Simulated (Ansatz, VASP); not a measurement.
## Two plane-wave programs on TiAl5

```
Ti Al
1.0
     5.23864    0.00000    0.00000
    -2.61932    4.53679    0.00000
     0.00000    0.00000    4.39451
Ti Al
1 5
Direct
  0.00000 0.00000 0.00000
  0.50000 0.00000 0.50000
  0.50000 0.50000 0.50000
  0.00000 0.50000 0.50000
  0.33333 0.66667 0.00000
  0.66667 0.33333 0.00000
```

Change from the starting cell: species swapped into the YZn5 type (P6/mmm, No. 191).

Alike in both runs: functional PBE; k mesh 6 × 6 × 4; occupations gaussian, width 0.1 eV; no spin polarisation.

Ansatz relaxed the structure, and its values are those at the end. VASP's run is a single point on that final structure, the one shown.

|  | VASP | Ansatz |
| --- | --- | --- |
| version | VASP 6.6.1 | Ansatz 0.2.0 |
| potentials or method | VASP PAW PBE potentials, release 64 (Ti_sv, Al) | scalar-relativistic, plane waves, PAW |
| plane-wave cutoff (eV) | 520 | 420 |
| valence electrons in the cell | 27 | 27 |

```csv
,VASP,Ansatz,Ansatz less VASP
gap on the k mesh at the Fermi level (eV),none,none,-
pressure (GPa),0.1,0.1,+0.01
```

A gap of «none» marks a metal or a gap that the smearing closes. The functional is the same, so the differences come from potentials, cutoffs and numerics.
